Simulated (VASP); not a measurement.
A run of VASP 6.6.1 is set up as follows.

File INCAR:

```
  PREC = Accurate
  ENCUT = 520
  EDIFF = 1E-7
  ISMEAR = 0
  SIGMA = 0.02
  LREAL = False
  LASPH = True
  NELM = 100
  ALGO = Normal
  ISIF = 3
  LWAVE = False
  LCHARG = False
  GGA = PE
  IBRION = 2
  NSW = 80
  EDIFFG = -0.002
  KPAR = 4
```

File KPOINTS:

```
Automatic mesh
0
Gamma
  15 15 6
```

File POSCAR:

```
C                                       
1.0
    2.4676271239      0.0000000000     -0.0000000000
   -1.2338135619      2.1370277746      0.0000000000
    0.0000000000     -0.0000000000      7.5218123851
  C             
     4
Direct
     0.0000000000000000    0.0000000000000000    0.7500000000000000
     0.0000000000000000    0.0000000000000000    0.2500000000000000
     0.3333333300000021    0.6666666699999979    0.7500000000000000
     0.6666666699999979    0.3333333300000021    0.2500000000000000
```

Potentials or basis: VASP PAW PBE potentials, release 64 (C).

The run is started by

```console
$ cat potpaw_PBE.64/C/POTCAR > POTCAR
$ mpirun -np 4 vasp_std > vasp.out
```

(1) Estimate the relaxed volume.

(2) What does it give for the relaxed cell?

(3) Estimate the band gap on the k mesh.

Results:

(1) 10.61 Å³/atom.

(2) a = 2.468 Å, b = 2.468 Å, c = 8.047 Å, α = 90.00°, β = 90.00°, γ = 120.00°.

(3) none (metal or under the smearing width).

Caveat: this functional lacks dispersion, which binds the layers, so the pressure and a relaxed spacing across them are unreliable.
